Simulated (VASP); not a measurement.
SnSe:

```
Se Sn
1.0
    11.50000    0.00000    0.00000
     0.00000    4.15300    0.00000
     0.00000    0.00000    4.44500
Se Sn
4 4
Cartesian
  9.8359 1.0382 2.1425
  7.4141 3.1147 4.3650
  1.6641 3.1147 2.3025
  4.0859 1.0382 0.0800
  1.3593 1.0382 0.4601
  4.3907 3.1147 2.6826
  10.1407 3.1147 3.9849
  7.1093 1.0382 1.7624
```

The cell was built by a generator and needn't be a form met in nature.

```yaml
Program: VASP 6.6.1
Task: relaxation of cell and atoms
Functional: LDA
Potentials_or_basis: VASP PAW LDA potentials, release 64 (Se, Sn_d)
Cutoff: 600 eV
k_mesh: 3 × 8 × 8
Occupations: gaussian, width 0.03 eV
Spin: no spin polarisation
```

At the start: pressure -1.9 GPa; volume 26.54 Å³/atom.

Task: Where does the relaxation end?

Result: Over 12 steps the energy falls by 8.3 meV/atom and the volume is 25.16 Å³/atom (-5.2 %); space group Pnma (No. 62, to 0.05 Å).

Step by step:
| step | energy change (eV) | largest force (eV/Å) | pressure (GPa) | volume (Å³) |
| --- | --- | --- | --- | --- |
| 1 | 0.0000 | 0.0327 | -1.88 | 212.29 |
| 2 | -0.0370 | 0.2518 | 0.76 | 202.85 |
| 3 | -0.0426 | 0.1702 | 0.00 | 205.30 |
| 4 | -0.0513 | 0.1291 | 0.00 | 204.44 |
| 5 | -0.0602 | 0.0734 | 0.03 | 203.07 |
| 6 | -0.0594 | 0.0821 | 0.16 | 200.35 |
| 7 | -0.0630 | 0.0514 | 0.07 | 201.85 |
| 8 | -0.0653 | 0.0228 | -0.09 | 201.91 |
| 9 | -0.0654 | 0.0172 | -0.06 | 201.90 |
| 10 | -0.0660 | 0.0114 | 0.04 | 201.47 |
| 11 | -0.0660 | 0.0196 | 0.09 | 201.09 |
| 12 | -0.0665 | 0.0158 | 0.07 | 201.29 |

Final structure:
```
CELL_PARAMETERS angstrom
11.30375 0.00000 0.00000
0.00000 4.11524 0.00000
0.00000 0.00000 4.32715
ATOMIC_POSITIONS crystal
Se 0.85728 0.25000 0.47542
Se 0.64272 0.75000 0.97542
Se 0.14272 0.75000 0.52458
Se 0.35728 0.25000 0.02458
Sn 0.11607 0.25000 0.09825
Sn 0.38393 0.75000 0.59825
Sn 0.88393 0.75000 0.90175
Sn 0.61607 0.25000 0.40175
```
